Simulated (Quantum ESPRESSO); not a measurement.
Set up this calculation in Quantum ESPRESSO 7.5, as the native input.

| Item | Value |
| --- | --- |
| Task | single point |
| Functional | PBE |
| Potentials or basis | SSSP 1.3 efficiency PBE |
| Cutoff | 952 eV |
| Density cutoff | 7619 eV |
| k mesh | 11 × 11 × 11 |
| Occupations | fermi-dirac, width 0.05 eV |
| Spin | no spin polarisation |
| Mixing beta | 0.5 |
| Most SCF iterations | 120 |
| SCF threshold | 4e-10 Ry |

The system is GaN.

```
CELL_PARAMETERS angstrom
0.00000 2.13524 2.13524
2.13524 0.00000 2.13524
2.13524 2.13524 0.00000
ATOMIC_POSITIONS crystal
Ga 0.00000 0.00000 0.00000
N 0.50000 0.50000 0.50000
```

Measurements of this composition are mostly on another form, of space group No. 186.

One way to write it, as run:

pw.in

```
&CONTROL
  calculation = 'scf'
  prefix = 'pwscf'
  outdir = './tmp'
  pseudo_dir = './pseudo'
  tprnfor = .true.
  tstress = .true.
  disk_io = 'nowf'
/
&SYSTEM
  ibrav = 0
  nat = 2
  ntyp = 2
  ecutwfc = 70
  ecutrho = 560
  nbnd = 15
  occupations = 'smearing'
  smearing = 'fd'
  degauss = 0.00367493
/
&ELECTRONS
  conv_thr = 4d-10
  electron_maxstep = 120
  mixing_beta = 0.5
/
ATOMIC_SPECIES
Ga    69.7230 Ga.pbe-dn-kjpaw_psl.1.0.0.UPF
N     14.0070 N.pbe-n-radius_5.UPF
CELL_PARAMETERS angstrom
   0.0000000000    2.1352350000    2.1352350000
   2.1352350000    0.0000000000    2.1352350000
   2.1352350000    2.1352350000    0.0000000000
ATOMIC_POSITIONS crystal
Ga     0.0000000000    0.0000000000    0.0000000000
N      0.5000000000    0.5000000000    0.5000000000
K_POINTS automatic
11 11 11 0 0 0
```

Potentials or basis: SSSP 1.3 efficiency PBE.

Command:

```bash
$ OMP_NUM_THREADS=1 pw.x -in pw.in > pw.out
```

Results of the run:

| Quantity | Value |
| --- | --- |
| Pressure | -0.7 GPa |
| Band gap on the k mesh | 0.54 eV, indirect (least direct gap 2.36 eV) |

Caveat: an odd mesh through Γ misses points on the zone boundary, where band edges often lie.

Run time: 32 s on 1 thread of Arm Neoverse V2 (shared host), peak memory 0.16 GiB.
